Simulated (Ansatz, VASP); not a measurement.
## Two plane-wave programs on Be2C3

```
Be C
1.0
     0.00000    3.85477    3.85477
     3.85477    0.00000    3.85477
     3.85477    3.85477    0.00000
Be C
4 6
Direct
  0.50000 0.50000 0.50000
  0.25000 0.25000 0.25000
  0.75000 0.75000 0.75000
  0.00000 0.00000 0.00000
  0.28878 0.71122 0.71122
  0.71122 0.28878 0.28878
  0.71122 0.28878 0.71122
  0.28878 0.71122 0.28878
  0.71122 0.71122 0.28878
  0.28878 0.28878 0.71122
```

Alike in both runs: task single point; functional PBE; k mesh 4 × 4 × 4; occupations gaussian, width 0.1 eV; no spin polarisation.

|  | VASP | Ansatz |
| --- | --- | --- |
| version | VASP 6.6.1 | Ansatz 0.2.0 |
| potentials or method | VASP PAW PBE potentials, release 64 (Be, C) | scalar-relativistic, plane waves, PAW |
| plane-wave cutoff (eV) | 520 | 420 |
| valence electrons in the cell | 32 | 32 |

VASP gave:

* gap on the k mesh at the Fermi level (eV): none
* pressure (GPa): -12.0
* rms of the force components (eV/Å): 1.220

Q: Estimate Ansatz's values.

A: gap on the k mesh at the Fermi level (eV): none; pressure (GPa): -12.1; rms of the force components (eV/Å): 1.210.

Atom by atom the forces differ by 0.010 eV/Å (rms over components). A gap of «none» marks a metal or a gap that the smearing closes.

Caveats: forces of over 1 eV/Å show positions far from the minimum, so gaps and moduli don't describe the material at rest.
